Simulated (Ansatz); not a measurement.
Set up this calculation in Ansatz 0.2.0, as the native input.

| Item | Value |
| --- | --- |
| Task | density of states |
| Functional | PBEsol |
| Potentials or basis | all-electron LAPW, scalar-relativistic |
| Cutoff | 325 eV (chosen from the basis error) |
| Basis error allowed | 0.001 eV/atom |
| k mesh | 10 × 10 × 10 |
| Occupations | fermi-dirac, width 0.05 eV |
| Spin | collinear spin, ferromagnetic start |
| Starting moments | [5.0, 0.0] μB |
| Hubbard terms | Mn d U = 2 eV |

MnO:

```
Mn O
1.0
     0.00000    2.22200    2.22200
     2.22200    0.00000    2.22200
     2.22200    2.22200    0.00000
Mn O
1 1
Cartesian
  0.0000 0.0000 0.0000
  2.2220 2.2220 2.2220
```

The input as run:

input.yaml

```yaml
crystal:
  lattice:
    - [0.0, 2.22200033, 2.22200033]
    - [2.22200033, 0.0, 2.22200033]
    - [2.22200033, 2.22200033, 0.0]
  atoms:
    - { symbol: Mn, position: [0.0, 0.0, 0.0], spin: 5.0 }
    - { symbol: O, position: [0.5, 0.5, 0.5] }
kpoints:
  mp_grid: { grid: [10, 10, 10] }
scf:
  occupations: { method: fermi_dirac, width: 0.05 }
hamiltonian:
  xc: pbesol
  pseudopotentials: { kind: all_electron, lapw: { basis_error: 0.001 } }
  hubbard:
    sites: [{ species: Mn, l: d, u_eff: 2 }]
    double_counting: fll
    projectors: ortho-atomic
magnetization:
  spin_polarized: true
output:
  forces: true
  stress: true
  eigenvalues: true
  dos: { projected: false, de: 0.2, e_range: [-14, 10] }
```

Potentials or basis: all-electron LAPW, scalar-relativistic.

Run with:

```console
$ ansatz run input.yaml --threads 2 --pin off --max-ram 6144MiB --backend cpu --events-out ev --progress --plain --runs-dir out
```

Results of the run:

| Quantity | Value |
| --- | --- |
| Pressure | 0.8 GPa |
| Band gap on the k mesh | none (metal or under the smearing width) |
| Net moment | 5.00 μB per cell |
| Absolute moment | 5.00 μB per cell |
| Site moments | Mn +4.52; O +0.23 μB |

Caveat: the magnetic state may not be the lowest; U is the effective U less J, on atomic orbitals that reach past the spheres; a cell with one magnetic atom can't hold antiferromagnetic order, which such compounds often take; the density of states is complete only up to the lowest level of the last band computed.

Run time: 13 s on 2 threads of Arm Neoverse V1, with other jobs on the host, peak memory 0.4 GiB.
